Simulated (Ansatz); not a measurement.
Wanted: the native input for an Ansatz 0.2.0 run.

| Quantity | Value |
| --- | --- |
| Task | single point |
| Functional | PBE |
| Potentials or basis | all-electron LAPW, scalar-relativistic |
| Cutoff | 290 eV (chosen from the basis error) |
| Basis error allowed | 0.002 eV/atom |
| k mesh | 7 × 7 × 7 |
| Occupations | fermi-dirac, width 0.02 eV |
| Spin | no spin polarisation |

The system is MgO.

```
Mg O
1.0
     0.00000    2.09700    2.09700
     2.09700    0.00000    2.09700
     2.09700    2.09700    0.00000
Mg O
1 1
Direct
  0.00000 0.00000 0.00000
  0.50000 0.50000 0.50000
```

The cell is a database's computed one.

The input as run:

input.yaml

```yaml
crystal:
  lattice:
    - [0.0, 2.0970013927, 2.0970013927]
    - [2.0970013927, 0.0, 2.0970013927]
    - [2.0970013927, 2.0970013927, 0.0]
  atoms:
    - { symbol: Mg, position: [0.0, 0.0, 0.0] }
    - { symbol: O, position: [0.5, 0.5, 0.5] }
kpoints:
  mp_grid: { grid: [7, 7, 7] }
scf:
  occupations: { method: fermi_dirac, width: 0.02 }
hamiltonian:
  xc: pbe
  pseudopotentials: { kind: all_electron, lapw: { basis_error: 0.002 } }
output:
  forces: true
  stress: true
  eigenvalues: true
```

Potentials or basis: all-electron LAPW, scalar-relativistic.

Run with:

```sh
$ ansatz run input.yaml --threads 1 --pin off --max-ram 3072MiB --backend cpu --events-out ev --progress --plain --runs-dir out
```

It gave:

- Pressure: 7.0 GPa
- Band gap on the k mesh: 4.86 eV, direct

Wall time 2.2 s on 1 thread of Arm Neoverse V1 (shared host), peak memory 0.21 GiB.
